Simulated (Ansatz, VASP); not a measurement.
One calculation of Si, two programs

File INCAR:

```
PREC = Accurate ; ENCUT = 520
EDIFF = 1E-6 ; ISMEAR = 0
SIGMA = 0.05 ; LREAL = F
LASPH = T ; NELM = 60
ALGO = Normal ; ISIF = 2
LWAVE = F ; LCHARG = F
NBANDS = 11
```

File KPOINTS:

```
Automatic mesh
0
Gamma
  12 12 12
```

POSCAR

```
Si
1.0
    0.0000000000      2.6790328433      2.6790328433
    2.6790328433      0.0000000000      2.6790328433
    2.6790328433      2.6790328433      0.0000000000
Si
2
Direct
    0.5000000000      0.5000000000      0.5000000000
    0.7500000000      0.7500000000      0.7500000000
```

Input for Ansatz:

```yaml
crystal:
  lattice:
    - [0.0, 2.6790328433, 2.6790328433]
    - [2.6790328433, 0.0, 2.6790328433]
    - [2.6790328433, 2.6790328433, 0.0]
  atoms:
    - { symbol: Si, position: [0.5, 0.5, 0.5] }
    - { symbol: Si, position: [0.75, 0.75, 0.75] }
basis:
  ecutwfc: 420
kpoints:
  mp_grid: { grid: [12, 12, 12] }
hamiltonian:
  xc: lda
  pseudopotentials: { kind: paw, azcp: { folder: soft_1 } }
scf:
  occupations: { method: gaussian, width: 0.05 }
output:
  forces: true
  stress: true
  eigenvalues: true
```

Alike in both runs: task single point; functional LDA; k mesh 12 × 12 × 12; occupations gaussian, width 0.05 eV; no spin polarisation.

|  | VASP | Ansatz |
| --- | --- | --- |
| version | VASP 6.6.1 | Ansatz 0.2.0 |
| potentials or method | VASP PAW LDA potentials, release 64 (Si) | scalar-relativistic, plane waves, PAW |
| plane-wave cutoff (eV) | 520 | 420 |
| valence electrons in the cell | 8 | 8 |

|  | VASP | Ansatz | Ansatz less VASP |
| --- | --- | --- | --- |
| gap on the k mesh at the Fermi level (eV) | 0.40 | 0.40 | +0.003 |
| least direct gap on the mesh (eV) | 2.54 | 2.54 | +0.001 |
| pressure (GPa) | 2.5 | 2.5 | -0.06 |

Ansatz warned: «pseudo_functional_mismatch».
